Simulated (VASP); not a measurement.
Crystal: Te2Pt (Moncheite).

```
CELL_PARAMETERS angstrom
4.01000 0.00000 0.00000
-2.00500 3.47276 0.00000
0.00000 0.00000 5.20100
ATOMIC_POSITIONS crystal
Te 0.33333 0.66667 0.25000
Te 0.66667 0.33333 0.75000
Pt 0.00000 0.00000 0.00000
```

```yaml
Program: VASP 6.6.1
Task: relaxation of cell and atoms
Functional: PBE
Potentials_or_basis: VASP PAW PBE potentials, release 64 (Te, Pt)
Cutoff: 600 eV
k_mesh: 12 × 12 × 7
Occupations: methfessel-paxton, width 0.1 eV
Spin: no spin polarisation
```

At the start: pressure 8.4 GPa; volume 24.14 Å³/atom.

Question: How do energy, volume and symmetry change on relaxing?

Answer: Over 10 steps the energy falls by 47.9 meV/atom and the volume is 25.77 Å³/atom (+6.7 %); space group P-3m1 (No. 164, to 0.05 Å).

Step by step:
```tsv
step	energy change (eV)	largest force (eV/Å)	pressure (GPa)	volume (Å³)
1	0.0000	1.0294	8.41	72.43
2	0.1741	0.9438	-8.62	86.53
3	-0.1413	0.0521	-0.31	77.57
4	-0.1414	0.0772	-0.10	77.41
5	-0.1414	0.0929	0.06	77.31
6	-0.1430	0.0515	0.10	77.26
7	-0.1436	0.0073	0.13	77.21
8	-0.1436	0.0042	0.12	77.21
9	-0.1435	0.0268	-0.13	77.44
10	-0.1436	0.0074	0.00	77.30
```

Final structure:
```xyz
3
Lattice="4.0876 0.0000 0.0000 -2.0438 3.5400 0.0000 0.0000 0.0000 5.3417" Properties=species:S:1:pos:R:3 pbc="T T T"
Te    0.0000    2.3600    1.3629
Te    2.0438    1.1800    3.9788
Pt    2.0438    3.5400    0.0000
```
